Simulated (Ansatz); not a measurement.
**Bi: how well frozen cores do**

The same cell of Bi is computed with LAPW, all electrons, PAW on the default files and all-electron PAW on datasets made for the crystal, to set the results side by side.

Computed with Ansatz 0.2.0 (DFT PBE, scalar-relativistic, unless a step's input says otherwise).

## Step 1: The starting structure

The structure is monoclinic, space group C2/m (No. 12). Conventional cell: a = 6.673 Å, b = 6.111 Å, c = 3.300 Å, α = 90.00°, β = 110.41°, γ = 90.00°. Around Bi (site symmetry m) lie 6 Bi at 3.15 to 3.31 Å.

Coordinates:

```xyz
2
Lattice="3.3363 -3.0554 0.0000 3.3363 3.0554 0.0000 -1.1510 0.0000 3.0929" Properties=species:S:1:pos:R:3 pbc="T T T"
Bi    1.5087    0.0000    0.4608
Bi    4.0129    0.0000    2.6321
```

The structure is an experimental refinement, used without relaxation.

Atoms are numbered in the order of the input: Bi1, Bi2.

## Step 2: LAPW, all electrons

The input, input.yaml:

```yaml
crystal:
  lattice:
    - [3.33628, -3.0554, 0.0]
    - [3.33628, 3.0554, 0.0]
    - [-1.15098, 0.0, 3.09291]
  atoms:
    - { symbol: Bi, position: [0.2518, 0.2518, 0.149] }
    - { symbol: Bi, position: [0.7482, 0.7482, 0.851] }
kpoints:
  mp_grid: { grid: [8, 8, 11] }
  band_path:
    path:
      - [0.0, 0.0, 0.0]
      - [-0.4887142109, 0.4887142109, 0.0]
      - [-0.5112857891, -0.4887142109, 0.0]
      - [-0.5, -0.5, 0.0]
      - [0.0, 0.0, 0.0]
      - [-0.5, -0.5, 0.5]
      - [-0.6796217385, -0.3203782615, 0.5]
      - [-0.3203782615, 0.3203782615, 0.5]
      - [0.0, 0.0, 0.5]
    npoints: 14
scf:
  occupations: { method: fermi_dirac, width: 0.05 }
hamiltonian:
  xc: pbe
  pseudopotentials: { kind: all_electron, lapw: { basis_error: 0.00025 } }
output:
  forces: true
  stress: true
  eigenvalues: true
  fatbands: true
  populations: true
  dos: { projected: true, de: 0.2, e_range: [-14, 8] }
```

On the command line:

```bash
$ ansatz run input.yaml --threads 1 --pin off --max-ram 3072MiB --backend cpu --events-out ev --progress --plain --runs-dir out
```

## Step 3: PAW on the default files

input.yaml: that of step 2 with these lines changed.

```diff
@@ -26,3 +26,3 @@
   xc: pbe
-  pseudopotentials: { kind: all_electron, lapw: { basis_error: 0.00025 } }
+  pseudopotentials: { kind: paw }
 output:
@@ -31,4 +31,9 @@
   eigenvalues: true
-  fatbands: true
+  efg: { contact_densities: true }
   populations: true
+  bader: true
   dos: { projected: true, de: 0.2, e_range: [-14, 8] }
+  write_density: true
+  write_potential: true
+  elf: true
+  volumetric_format: npy
```

## Step 4: All-electron PAW on datasets made for the crystal

input.yaml: that of step 3 with these lines changed.

```diff
@@ -21,3 +21,3 @@
       - [0.0, 0.0, 0.5]
-    npoints: 14
+    npoints: 8
 scf:
@@ -26,3 +26,3 @@
   xc: pbe
-  pseudopotentials: { kind: paw }
+  pseudopotentials: { kind: all_electron, datasets: crystal }
 output:
@@ -32,8 +32 @@
   efg: { contact_densities: true }
-  populations: true
-  bader: true
-  dos: { projected: true, de: 0.2, e_range: [-14, 8] }
-  write_density: true
-  write_potential: true
-  elf: true
-  volumetric_format: npy
```

(Steps that only read results are left out.)

Q: Predict the outcome of this session. Wanted: pressure; gap; largest force; Bader charges; highest ELF.

The runs gave:

| quantity | value |
| --- | --- |
| pressure | LAPW 4.09, PAW 4.07, crystal datasets 4.09 GPa |
| gap (LAPW) | none |
| largest force | LAPW 0.069, PAW 0.070, crystal datasets 0.069 eV/Å |
| Bader charges (PAW) | Bi1 -0.00 e |
| highest ELF (PAW) | 0.46, 1.58 Å from Bi |

The pressure of 4.1 GPa pushes the cell to expand, with the atoms held in place. Bands cross the Fermi level: the crystal is a metal at this level. Bi 6p carries the largest share, 92 %, of the projected states within 0.3 eV of the Fermi level. The projection holds only the free atom's occupied shells (Bi 6s, Bi 6p in this range). The field gradient at Bi1, the largest by crystal datasets, is -12.41 by PAW and -12.45 by crystal datasets (10²¹ V/m²), within 5 %. Spin–orbit coupling is left out, which moves gradients at and beside heavy atoms by some per cent and at worst by a factor of two. In pressure, PAW differs from LAPW by -0.02 GPa. The forces differ by at most 1 meV/Å in a component, on a largest force of 0.069 eV/Å. LAPW took about 4 times as long as PAW (90 s against 26 s, on a shared host and with the outputs that each input asks for). Spin-orbit coupling is left out, though the cell holds Bi; in elements this heavy it can shift bands and gaps by tenths of an eV.
